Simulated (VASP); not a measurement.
# Fe (Fmmm) in VASP: notebook, part 2 of 2

VASP 6.6.1.

## 6. Single point, PBEsol, collinear spin, ferromagnetic start

INCAR

```
  PREC = Accurate
  ENCUT = 350
  EDIFF = 1E-6
  ISMEAR = 1
  SIGMA = 0.1
  LREAL = False
  LASPH = True
  NELM = 100
  ALGO = Normal
  ISIF = 2
  LWAVE = False
  LCHARG = False
  ISPIN = 2
  MAGMOM = 3
  LORBIT = 11
  LMAXMIX = 4
  GGA = PS
  NBANDS = 14
  ADDGRID = False
```

KPOINTS

```
Automatic mesh
0
Gamma
  9 9 9
```

POSCAR

```
Fe
1.0
    0.0000000000      1.9417396906      1.9651051623
    1.4984397099      0.0000000000      1.9651051623
    1.4984397099      1.9417396906      0.0000000000
Fe
1
Direct
    0.0000000000      0.0000000000      0.0000000000
```

Potentials or basis: VASP PAW PBE potentials, release 64 (Fe).

Started as:

```
$ cat potpaw_PBE.64/Fe/POTCAR > POTCAR
$ mpirun -np 1 vasp_std > vasp.out
```

OUTCAR:

```text
PREC = Accurate
   ENCUT = 350
   EDIFF = 1E-6
   ISMEAR = 1
   LREAL = False
   LASPH = True
   NELM = 100
   ISIF = 2
   ISPIN = 2
   LORBIT = 11
   GGA = PS

 Found    125 irreducible k-points:

 Following reciprocal coordinates:
            Coordinates               Weight
  0.000000  0.000000  0.000000      1.000000
  0.111111  0.000000 -0.000000      8.000000
  0.222222  0.000000  0.000000      8.000000
  0.333333  0.000000  0.000000      8.000000
  0.444444  0.000000  0.000000      8.000000
  0.111111  0.111111  0.000000      2.000000
   k-points           NKPTS =    125   k-points in BZ     NKDIM =    125   number of bands    NBANDS=     14
   number of dos      NEDOS =    301   number of ions     NIONS =      1
   total plane-waves  NPLWV =   4608
   dimension x,y,z NGX =    18 NGY =   16 NGZ =   16
   dimension x,y,z NGXF=    36 NGYF=   32 NGZF=   32
   ions per type =               1
   NGX,Y,Z   is equivalent  to a cutoff of  10.83, 10.76, 10.84 a.u.
   NGXF,Y,Z  is equivalent  to a cutoff of  21.66, 21.53, 21.69 a.u.
 SYSTEM =  unknown system
   PREC   = accura    normal or accurate (medium, high low for compatibility)
   ISTART =      0    job   : 0-new  1-cont  2-samecut
   ICHARG =      2    charge: 1-file 2-atom 10-const
   ISPIN  =      2    spin polarized calculation?
[... 260 lines left out ...]
      4       5.5285      0.95821
      5       6.9024     -0.00000
      6       7.3062     -0.00000
      7      28.4546      0.00000
      8      29.1251      0.00000
      9      29.7461      0.00000
     10      33.4390      0.00000
     11      35.7761      0.00000
     12      35.7792      0.00000
     13      38.7748      0.00000
     14      38.9339      0.00000

 [... further k-points ...]

------------------------ aborting loop because EDIFF is reached ----------------------------------------

  FORCE on cell =-STRESS in cart. coord.  units (eV):
  Direction    XX          YY          ZZ          XY          YZ          ZX
  --------------------------------------------------------------------------------------
  -------------------------------------------------------------------------------------
  Total       -1.2258305     -0.5623041     -0.7121930      0.0000000      0.0000000      0.0000000
  in kB     -171.7492872    -78.7835891    -99.7842986      0.0000000      0.0000000      0.0000000
  external PRESSURE =    -116.7723916 kB  Pullay stress =       0.0000000 kB

 VOLUME and BASIS-vectors are now :
 -----------------------------------------------------------------------------
  energy-cutoff  :      350.00
  volume of cell :       11.44
      direct lattice vectors                 reciprocal lattice vectors
     0.000000000  1.941739691  1.965105162    -0.333680426  0.257501045  0.254439309
     1.498439710  0.000000000  1.965105162     0.333680426 -0.257501045  0.254439309
     1.498439710  1.941739691  0.000000000     0.333680426  0.257501045 -0.254439309

 POSITION                                       TOTAL-FORCE (eV/Angst)
 -----------------------------------------------------------------------------------
      0.00000      0.00000      0.00000         0.000000      0.000000      0.000000
 -----------------------------------------------------------------------------------
    total drift:                               -0.000000      0.000000      0.000000

  FREE ENERGIE OF THE ION-ELECTRON SYSTEM (eV)
  ---------------------------------------------------
  free  energy   TOTEN  =        -8.8871691564 eV

  energy  without entropy=       -8.8870633555  energy(sigma->0) =       -8.88713389

 total charge

# of ion       s       p       d       tot
------------------------------------------
    1        0.488   0.539   6.227   7.254

 magnetization (x)

# of ion       s       p       d       tot
------------------------------------------
    1       -0.013  -0.042   2.221   2.165
```

OSZICAR:

```text
N       E                     dE             d eps       ncg     rms          rms(c)
DAV:   1     0.136613695721E+02    0.13661E+02   -0.29429E+03  8052   0.509E+02
DAV:   2    -0.946218022198E+01   -0.23124E+02   -0.21218E+02  7738   0.103E+02
DAV:   3    -0.996812536130E+01   -0.50595E+00   -0.50410E+00  8422   0.164E+01
DAV:   4    -0.996960767462E+01   -0.14823E-02   -0.14822E-02  8200   0.804E-01
DAV:   5    -0.996961502100E+01   -0.73464E-05   -0.73463E-05  8428   0.586E-02    0.120E+01
DAV:   6    -0.897780481075E+01    0.99181E+00   -0.11088E+01  8860   0.381E+01    0.585E+00
DAV:   7    -0.890432594269E+01    0.73479E-01   -0.71308E-01  8626   0.924E+00    0.336E+00
DAV:   8    -0.889552293730E+01    0.88030E-02   -0.49594E-03  7778   0.441E-01    0.129E+00
DAV:   9    -0.888748380521E+01    0.80391E-02   -0.56214E-03 10124   0.380E-01    0.271E-01
DAV:  10    -0.888715609647E+01    0.32771E-03   -0.21180E-04  8200   0.139E-01    0.640E-02
DAV:  11    -0.888716943391E+01   -0.13337E-04   -0.55382E-05  8194   0.674E-02    0.416E-02
DAV:  12    -0.888716915642E+01    0.27749E-06   -0.26720E-06  8170   0.107E-02
   1 F= -.88871692E+01 E0= -.88871339E+01  d E =-.105801E-03  mag=     2.1794
```

It took 13 s on 1 thread of Intel Xeon 6975P-C (Granite Rapids), shared host; peak memory 0.13 GiB.

These settings aren't checked as converged: the numbers below hold their error.

What came out:

```yaml
Free_energy: -8.8872 eV
Pressure: -11.7 GPa
Band_gap_on_the_k_mesh: none (metal or under the smearing width)
Net_moment: 2.18 μB per cell
Site_moments: Fe +2.17 μB
Valence_electrons_inside_the_program's_atomic_spheres: Fe 7.25
```

Caveat: the PAW data sets were made with another functional, which shifts forces and pressure a little.

## 7. The reference run

An earlier run on the cell as given: functional PBE; potentials or basis VASP PAW PBE potentials, release 64 (Fe); cutoff 520 eV; k mesh 13 × 13 × 13; occupations fermi-dirac, width 0.05 eV; collinear spin, ferromagnetic start; starting moments [3.0] μB.

- Pressure: -1.0 GPa
- Band gap on the k mesh: none (metal or under the smearing width)
- Net moment: 2.20 μB per cell
- Site moments: Fe +2.19 μB
- Valence electrons inside the program's atomic spheres: Fe 7.26
